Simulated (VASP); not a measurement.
A run of VASP 6.6.1 is set up as follows.

Contents of INCAR:

```
  PREC = Accurate
  ENCUT = 520
  EDIFF = 1E-7
  ISMEAR = -1
  SIGMA = 0.05
  LREAL = F
  LASPH = T
  NELM = 80
  ALGO = Normal
  ISIF = 2
  LWAVE = F
  LCHARG = F
  GGA = PE
  NBANDS = 20
```

The input KPOINTS:

```
Automatic mesh
0
Gamma
  9 9 5
```

Contents of POSCAR:

```
Tl
1.0
    3.4560000000      0.0000000000      0.0000000000
   -1.7280000000      2.9929837955      0.0000000000
    0.0000000000      0.0000000000      5.5250000000
Tl
2
Direct
    0.6674960000      0.3196380000      0.7412520000
    0.3290320000      0.6627540000      0.2428710000
```

Potentials or basis: VASP PAW PBE potentials, release 64 (Tl_d).

Launch:

```sh
$ cat potpaw_PBE.64/Tl_d/POTCAR > POTCAR
$ mpirun -np 1 vasp_std > vasp.out
```

**Question.** Predict the pressure.

**Answer.** 3.4 GPa.

**Question.** Predict the band gap on the k mesh.

**Answer.** None (metal or under the smearing width).

**Question.** Predict the largest force.

**Answer.** 0.031 eV/Å.

Stress tensor (GPa, compression positive):
```
2.77 0.17 0.00
0.17 3.04 0.00
0.00 0.00 4.28
```

The run has no spin-orbit coupling, so splittings on Tl are missing.
